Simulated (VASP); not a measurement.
Input of a VASP 6.6.1 run:

File INCAR:

```
SYSTEM = TePt
PREC     = Accurate       ! precision mode
ENCUT    = 520            ! plane-wave cutoff, eV
EDIFF    = 1E-6           ! SCF threshold, eV
ISMEAR   = 0              ! smearing method
SIGMA    = 0.1            ! smearing width, eV
LREAL    = .FALSE.        ! projectors in reciprocal space
LASPH    = .TRUE.         ! aspherical terms in the spheres
NELM     = 150            ! most SCF steps
ALGO     = Normal         ! electronic algorithm
ISIF     = 2              ! what is computed and relaxed
LWAVE    = .FALSE.        ! write WAVECAR
LCHARG   = .TRUE.         ! write CHGCAR
ISPIN    = 2              ! spin polarisation
MAGMOM   = 0 0 1 1        ! initial moments
LORBIT   = 11             ! projections on sites
LMAXMIX  = 4              ! l up to which the mixer works
GGA      = PS             ! functional
IVDW     = 12             ! dispersion correction
LELF     = .TRUE.         ! ELF
LVHAR    = .TRUE.       
NBANDS   = 28             ! bands
```

File KPOINTS:

```
Automatic mesh
0
G
  6 6 6
  0 0 0
```

File POSCAR:

```
TePt
1.0
    1.9815661262      1.1440577364      6.6610334788
   -1.9815661262      1.1440577364      6.6610334788
    0.0000000000     -2.2881154728      6.6610334788
Te Pt
2 2
Direct
    0.5980000000      0.5980000000      0.5980000000
    0.4020000000      0.4020000000      0.4020000000
    0.8703333333      0.8703333333      0.8703333333
    0.1296666667      0.1296666667      0.1296666667
```

Potentials or basis: VASP PAW PBE potentials, release 64 (Te, Pt).

Run with:

```console
$ cat potpaw_PBE.64/Te/POTCAR potpaw_PBE.64/Pt/POTCAR > POTCAR
$ mpirun -np 1 vasp_std > vasp.out
```

Task: What does it give for the largest force?

Result: 0.222 eV/Å.

Task: Estimate the band gap on the k mesh.

Result: None (metal or under the smearing width).

Task: Predict the net moment.

Result: 0.00 μB per cell.

Task: Predict the dispersion energy per atom.

Result: -0.550 eV.

Forces on the atoms (eV/Å):
```
Te   0.000  0.000  0.028
Te   0.000  0.000 -0.028
Pt   0.000  0.000 -0.222
Pt   0.000  0.000  0.222
```

Caveat: the PAW data sets were made with another functional, which shifts forces and pressure a little. The run has no spin-orbit coupling, so splittings on Pt, Te are missing.
